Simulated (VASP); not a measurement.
# Cs (I4/mmm) in VASP: a series of runs

Runs on Cs. Level: PBE. Tasks: single point.

Everything below comes from runs of VASP 6.6.1. Logs are shortened: lines on timing, memory, paths and dates and some standing lists are left out, and cuts for length are marked.

### Step 1. The structure

The structure is tetragonal, space group I4/mmm (No. 139). The conventional cell has a = 5.500 Å, b = 5.500 Å, c = 8.194 Å, α = 90.00°, β = 90.00°, γ = 90.00°.

This isn't the form of Cs at room conditions, which is bcc.

### Step 2. Single point, PBE

INCAR

```
PREC = Normal
ENCUT = 450
EDIFF = 1E-6
ISMEAR = 1
SIGMA = 0.15
LREAL = False
LASPH = True
NELM = 100
ALGO = Normal
ISIF = 2
LWAVE = False
LCHARG = False
GGA = PE
NBANDS = 10
ADDGRID = False
```

KPOINTS

```
regular mesh
0
Gamma
  5 5 5
```

POSCAR

```
Cs
1.0
   -2.6528630000      2.7200140000      3.9488130000
    2.8833600000     -2.6988260000      4.0893020000
    2.7318000000      2.7777640000     -3.9345920000
Cs
1
Direct
    0.0073440000      0.0133040000      0.0001460000
```

Potentials or basis: VASP PAW PBE potentials, release 64 (Cs_sv).

Started as:

```bash
$ cat potpaw_PBE.64/Cs_sv/POTCAR > POTCAR
$ mpirun -np 1 vasp_std > vasp.out
```

OUTCAR:

```text
PREC = Normal
   ENCUT = 450
   EDIFF = 1E-6
   ISMEAR = 1
   LREAL = False
   LASPH = True
   NELM = 100
   ISIF = 2
   GGA = PE

 Found     63 irreducible k-points:

 Following reciprocal coordinates:
            Coordinates               Weight
  0.000000  0.000000  0.000000      1.000000
  0.200000 -0.000000  0.000000      2.000000
  0.400000 -0.000000  0.000000      2.000000
  0.000000  0.200000  0.000000      2.000000
  0.200000  0.200000  0.000000      2.000000
  0.400000  0.200000  0.000000      2.000000
   k-points           NKPTS =     63   k-points in BZ     NKDIM =     63   number of bands    NBANDS=     10
   number of dos      NEDOS =    301   number of ions     NIONS =      1
   total plane-waves  NPLWV =  25200
   dimension x,y,z NGX =    28 NGY =   30 NGZ =   30
   dimension x,y,z NGXF=    56 NGYF=   60 NGZF=   60
   ions per type =               1
   NGX,Y,Z   is equivalent  to a cutoff of   8.49,  8.77,  9.01 a.u.
   NGXF,Y,Z  is equivalent  to a cutoff of  16.99, 17.55, 18.01 a.u.
 SYSTEM =  unknown system
   PREC   = normal    normal or accurate (medium, high low for compatibility)
   ISTART =      0    job   : 0-new  1-cont  2-samecut
   ICHARG =      2    charge: 1-file 2-atom 10-const
   ISPIN  =      1    spin polarized calculation?
   LNONCOLLINEAR =      F non collinear calculations
   LSORBIT =      F    spin-orbit coupling
   LASPH  =      T    aspherical Exc in radial PAW
   ENCUT  =  450.0 eV  33.07 Ry    5.75 a.u.   9.48  9.83  9.58*2*pi/ulx,y,z
   NELM   =    100;   NELMIN=  2; NELMDL= -5     # of ELM steps
   EDIFF  = 0.1E-05   stopping-criterion for ELM
   LREAL  =      F    real-space projection
   EDIFFG = 0.1E-04   stopping-criterion for IOM
   NSW    =      0    number of steps for IOM
   IBRION =     -1    ionic relax: 0-MD 1-quasi-New 2-CG
   NFREE  =      0    steps in history (QN), initial steepest desc. (CG)
   ISIF   =      2    stress and relaxation
   ISYM   =      2    0-nonsym 1-usesym 2-fastsym
   POTIM  = 0.5000    time-step for ionic-motion
   TEBEG  =    0.0;   TEEND  =   0.0 temperature during run
   PSTRESS=    0.0 pullay stress
   NELECT =       9.0000    total number of electrons
   NUPDOWN=      -1.0000    fix difference up-down
   EMIN   =  10.00;   EMAX   =-10.00  energy-range for DOS
   EFERMI =   0.00;   METHOD = LEGACY
   ISMEAR =     1;   SIGMA  =   0.15  broadening in eV -4-tet -1-fermi 0-gaus
   EFERMI_NEDOS =   21; number of points for ismear=-14 and -15
   IALGO  =     38    algorithm
   IMIX   =      4    mixing-type and parameters
     AMIX     =   0.40;   BMIX     =  1.00
     AMIX_MAG =   1.60;   BMIX_MAG =  1.00
  volume/ion in A,a.u.               =     123.95       836.44
  Fermi-wavevector in a.u.,A,eV,Ry     =   0.682981  1.290648  6.346621  0.466464
  Thomas-Fermi vector in A             =   1.762213
   LORBIT       =      0    0 simple, 1 ext, 2 COOP (PROOUT), +10 PAW based schemes
   GGA     = PE    functional components
   LHFCALC =     F    Hartree Fock is set to
   AEXX    =    0.0000 exact exchange contribution
   IVDW    =     0    specifies the selected vdW correction
   LEPSILON=     F    determine dielectric tensor
   LRPA    =     F    only Hartree local field effects (RPA)
 non-spin polarized calculation
 Methfessel and Paxton  Order N= 1 SIGMA  =   0.15
  energy-cutoff  :      450.00
  volume of cell :      123.95
 maximum number of plane-waves:      2710
   NGX = 19   NGY = 19   NGZ = 19

 number of electron       8.9999995 magnetization

 Free energy of the ion-electron system (eV)
  ---------------------------------------------------
  ext. energy  EPLUGINS =         0.00000000
  ---------------------------------------------------
  free energy    TOTEN  =        -0.86912137 eV

  energy without entropy =       -0.87068401  energy(sigma->0) =       -0.86964225

 E-fermi :   0.3359     XC(G=0):  -5.2230

 val. band max:        0.2860477462   @ k =   0.0000   0.0000   0.4000
 cond. band min:       0.3544947960   @ k =  -0.4000   0.4000  -0.0000
 fundamental gap:      0.0684470498
 Fermi energy:         0.3359330464

 k-point     1 :       0.0000    0.0000    0.0000
  band No.  band energies     occupation
      1     -23.6310      2.00000
      2     -10.3882      2.00000
      3     -10.3837      2.00000
      4     -10.3829      2.00000
      5      -1.3296      2.00000
      6       2.4853     -0.00000
      7       2.7443     -0.00000
      8       2.7972     -0.00000
      9       3.6036      0.00000
     10       3.7880      0.00000

 k-point     2 :       0.2000   -0.0000    0.0000
  band No.  band energies     occupation
      1     -23.6294      2.00000
      2     -10.4225      2.00000
      3     -10.3910      2.00000
      4     -10.3902      2.00000
      5      -0.9490      2.00000
      6       2.1097     -0.00000
      7       2.6654     -0.00000
      8       2.8780     -0.00000
      9       3.4943      0.00000
     10       3.5451      0.00000

 k-point     3 :       0.4000   -0.0000    0.0000
  band No.  band energies     occupation
      1     -23.6269      2.00000
      2     -10.4837      2.00000
      3     -10.4022      2.00000
      4     -10.3950      2.00000
      5      -0.0290      2.00311
      6       1.2606     -0.00000
      7       2.5075     -0.00000
      8       2.6606     -0.00000
      9       3.9883      0.00000
     10       4.2691      0.00000

 k-point     4 :       0.0000    0.2000    0.0000
  band No.  band energies     occupation
      1     -23.6299      2.00000
      2     -10.4202      2.00000
      3     -10.3881      2.00000
      4     -10.3859      2.00000
      5      -0.9803      2.00000
      6       1.9700     -0.00000
      7       2.7880     -0.00000
      8       2.8439     -0.00000
      9       3.5857      0.00000
     10       3.6692      0.00000

 k-point     5 :       0.2000    0.2000    0.0000
  band No.  band energies     occupation
      1     -23.6281      2.00000
      2     -10.4388      2.00000
      3     -10.4156      2.00000
      4     -10.3946      2.00000
      5      -0.4357      2.00000
      6       1.7772     -0.00000
      7       2.1480     -0.00000
      8       3.0375     -0.00000
      9       3.2764     -0.00000
     10       4.1944      0.00000

 k-point     6 :       0.4000    0.2000    0.0000
  band No.  band energies     occupation
      1     -23.6261      2.00000
      2     -10.4803      2.00000
      3     -10.4197      2.00000
      4     -10.4078      2.00000
      5       0.5085     -0.06904
      6       1.1007     -0.00000
      7       1.9575     -0.00000
      8       2.8751     -0.00000
      9       3.6676      0.00000
     10       4.1912      0.00000

 [... further k-points ...]

------------------------ aborting loop because EDIFF is reached ----------------------------------------

  FORCE on cell =-STRESS in cart. coord.  units (eV):
  Direction    XX          YY          ZZ          XY          YZ          ZX
  --------------------------------------------------------------------------------------
  -------------------------------------------------------------------------------------
  Total       -0.1339785     -0.0597277     -0.1024788     -0.0017811     -0.0038412     -0.0895153
  in kB       -1.7318301     -0.7720508     -1.3246590     -0.0230231     -0.0496520     -1.1570907
  external PRESSURE =      -1.2761800 kB  Pullay stress =       0.0000000 kB

 VOLUME and BASIS-vectors are now :
 -----------------------------------------------------------------------------
  energy-cutoff  :      450.00
  volume of cell :      123.95
      direct lattice vectors                 reciprocal lattice vectors
    -2.652863000  2.720014000  3.948813000    -0.005972949  0.181656419  0.124099719
     2.883360000 -2.698826000  4.089302000     0.174839185 -0.002819191  0.119401107
     2.731800000  2.777764000 -3.934592000     0.175719406  0.179382947 -0.005511685

 POSITION                                       TOTAL-FORCE (eV/Angst)
 -----------------------------------------------------------------------------------
      0.01928     -0.01552      0.08283         0.000000      0.000000      0.000000
 -----------------------------------------------------------------------------------
    total drift:                               -0.000014     -0.000022      0.000001

  FREE ENERGIE OF THE ION-ELECTRON SYSTEM (eV)
  ---------------------------------------------------
  free  energy   TOTEN  =        -0.8691213706 eV

  energy  without entropy=       -0.8706840132  energy(sigma->0) =       -0.86964225
```

Wall time 13 s (1 thread of Intel Xeon Platinum 8488C (Sapphire Rapids), shared host); peak memory 0.19 GiB.

These settings aren't checked as converged: the numbers below hold their error.

What came out:

```
Free energy            : -0.8691 eV
Pressure               : -0.1 GPa
Band gap on the k mesh : none (metal or under the smearing width)
```

### Step 3. Single point, PBE

This run uses another cell than the first one, of the same volume but with other edges.

INCAR: that of step 2 with these lines changed.

```diff
@@ -1,2 +1,2 @@
-PREC = Normal
+PREC = Accurate
 ENCUT = 450
@@ -5,3 +5,3 @@
 SIGMA = 0.15
-LREAL = False
+LREAL = Auto
 LASPH = True
```

KPOINTS is that of step 2.

POSCAR

```
Cs
1.0
   -2.7500754600      2.7500754600      4.0972389800
    2.7500754600     -2.7500754600      4.0972389800
    2.7500754600      2.7500754600     -4.0972389800
Cs
1
Direct
    0.0000000000      0.0000000000      0.0000000000
```

Potentials or basis: VASP PAW PBE potentials, release 64 (Cs_sv).

Started as:

```bash
$ cat potpaw_PBE.64/Cs_sv/POTCAR > POTCAR
$ mpirun -np 1 vasp_std > vasp.out
```

Wall time 13 s (1 thread of Intel Xeon Platinum 8488C (Sapphire Rapids), shared host); peak memory 0.22 GiB.

These settings aren't checked as converged: the numbers below hold their error.

Results:

```yaml
Free_energy: -0.8716 eV
Pressure: -0.1 GPa
Band_gap_on_the_k_mesh: none (metal or under the smearing width)
```

### Step 4. Single point, PBE

INCAR is that of step 3.

KPOINTS is that of step 3.

POSCAR

```
Cs
1.0
   -2.6528630000      2.7200140000      3.9488130000
    2.8833600000     -2.6988260000      4.0893020000
    2.7318000000      2.7777640000     -3.9345920000
Cs
1
Direct
    0.0073440000      0.0133040000      0.0001460000
```

Started as:

```bash
$ cat potpaw_PBE.64/Cs_sv/POTCAR > POTCAR
$ mpirun -np 1 vasp_std > vasp.out
```

It took 37 s on 1 thread of Intel Xeon Platinum 8488C (Sapphire Rapids), shared host; peak memory 0.24 GiB.

The run converged, but some of its settings lie outside the range that counts as converged, so its numbers aren't taken as properties of the crystal.

Results:

```yaml
Free_energy: -0.8691 eV
Pressure: -0.1 GPa
Band_gap_on_the_k_mesh: none (metal or under the smearing width)
```
